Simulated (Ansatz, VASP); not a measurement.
## AlN: VASP beside Ansatz

The input POSCAR:

```
AlN
1.0
    3.0911681109      0.0000000000      0.0000000000
   -1.5455840554      2.6770301114      0.0000000000
    0.0000000000      0.0000000000      4.9783374663
Al N
2 2
Direct
    0.3333333333      0.6666666667      0.0001702140
    0.6666666667      0.3333333333      0.5001702140
    0.3333333333      0.6666666667      0.3818297860
    0.6666666667      0.3333333333      0.8818297860
```

Contents of INCAR.step1:

```
SYSTEM = AlN
ALGO     = Normal         ! electronic algorithm
EDIFF    = 1E-4           ! SCF threshold, eV
ENCUT    = 520            ! plane-wave cutoff, eV
GGA      = PE             ! functional
ISMEAR   = 0              ! smearing method
LASPH    = .TRUE.         ! aspherical terms in the spheres
LCHARG   = .FALSE.        ! write CHGCAR
LREAL    = .FALSE.        ! projectors in reciprocal space
LWAVE    = .TRUE.         ! write WAVECAR
NELM     = 80             ! most SCF steps
PREC     = Accurate       ! precision mode
SIGMA    = 0.01           ! smearing width, eV
```

Contents of INCAR.step2:

```
SYSTEM = AlN
ALGO     = Normal         ! electronic algorithm
EDIFF    = 1E-6           ! SCF threshold, eV
EDIFFG   = -0.004         ! ionic threshold
ENCUT    = 520            ! plane-wave cutoff, eV
IBRION   = 2              ! ionic algorithm
ISIF     = 2              ! what is computed and relaxed
ISMEAR   = 0              ! smearing method
ISTART   = 1            
LASPH    = .TRUE.         ! aspherical terms in the spheres
LCHARG   = .FALSE.        ! write CHGCAR
LMIXTAU  = .TRUE.       
LREAL    = .FALSE.        ! projectors in reciprocal space
LWAVE    = .FALSE.        ! write WAVECAR
METAGGA  = R2SCAN         ! meta-GGA
NELM     = 80             ! most SCF steps
NSW      = 80             ! ionic steps
PREC     = Accurate       ! precision mode
SIGMA    = 0.01           ! smearing width, eV
```

KPOINTS

```
k-points
0
G
  8 8 5
  0 0 0
```

Input for Ansatz:

```yaml
crystal:
  lattice:
    - [3.0911681109, 0.0, 0.0]
    - [-1.5455840554, 2.6770301114, 0.0]
    - [0.0, 0.0, 4.9783374663]
  atoms:
    - { symbol: Al, position: [0.3333333333, 0.6666666667, 0.000170214] }
    - { symbol: Al, position: [0.6666666667, 0.3333333333, 0.500170214] }
    - { symbol: "N", position: [0.3333333333, 0.6666666667, 0.381829786] }
    - { symbol: "N", position: [0.6666666667, 0.3333333333, 0.881829786] }
scf:
  occupations: { method: fixed }
output:
  forces: true
  stress: true
  eigenvalues: true
  polarization: { axes: [b3], string_points: 12 }
hamiltonian:
  xc: r2scan
kpoints:
  mp_grid: { grid: [8, 8, 5] }
relax:
  f_tol: 0.004
```

Alike in both runs: task relaxation of the atoms; functional r2SCAN; k mesh 8 × 8 × 5; no spin polarisation.

```csv
,VASP,Ansatz
version,VASP 6.6.1,Ansatz 0.2.0
potentials or method,"VASP PAW PBE potentials, release 64 (Al, N)","scalar-relativistic, plane waves, PAW"
plane-wave cutoff (eV),520,500
occupations,"gaussian, width 0.01 eV",fixed
valence electrons in the cell,16,16
```

VASP gave:

```
gap on the k mesh at the Fermi level, each at its own relaxed structure (eV) : 5.04
```

Task: Estimate Ansatz's values.

Result: gap on the k mesh at the Fermi level, each at its own relaxed structure (eV): 5.00.

Ansatz warned: «stress_scf_threshold_loose».

Caveats: the PAW data sets were made with another functional, which shifts forces and pressure a little (VASP). r2SCAN opens gaps a little over a GGA but as a rule still falls short of measured ones.
